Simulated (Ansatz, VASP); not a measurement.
## ZrB2 in VASP and in Ansatz

```
CELL_PARAMETERS angstrom
3.17000 0.00000 0.00000
-1.58500 2.74530 0.00000
0.00000 0.00000 3.53300
ATOMIC_POSITIONS crystal
Zr 0.00000 0.00000 0.00000
B 0.66667 0.33333 0.50000
B 0.33333 0.66667 0.50000
```

Alike in both runs: functional r2SCAN; k mesh 10 × 10 × 8; occupations fermi-dirac, width 0.05 eV; no spin polarisation.

|  | VASP | Ansatz |
| --- | --- | --- |
| version | VASP 6.6.1 | Ansatz 0.2.0 |
| potentials or method | VASP PAW PBE potentials, release 64 (Zr_sv, B) | Ansatz PAW |
| plane-wave cutoff (eV) | 520 | 500 |
| valence electrons in the cell | 18 | 18 |
| task | single point | band structure |

```tsv
	VASP	Ansatz	Ansatz less VASP
gap on the k mesh at the Fermi level (eV)	none	none	-
pressure (GPa)	0.9	0.8	-0.09
largest component of the traceless stress (GPa)	1.66	1.65	-0.007
```

A gap of «none» marks a metal or a gap that the smearing closes.

Caveats: the PAW data sets were made with another functional, which shifts forces and pressure a little (VASP); the PAW data sets come from PBE, with cores solved anew for the run's functional, which leaves a small shift of forces and pressure (Ansatz).
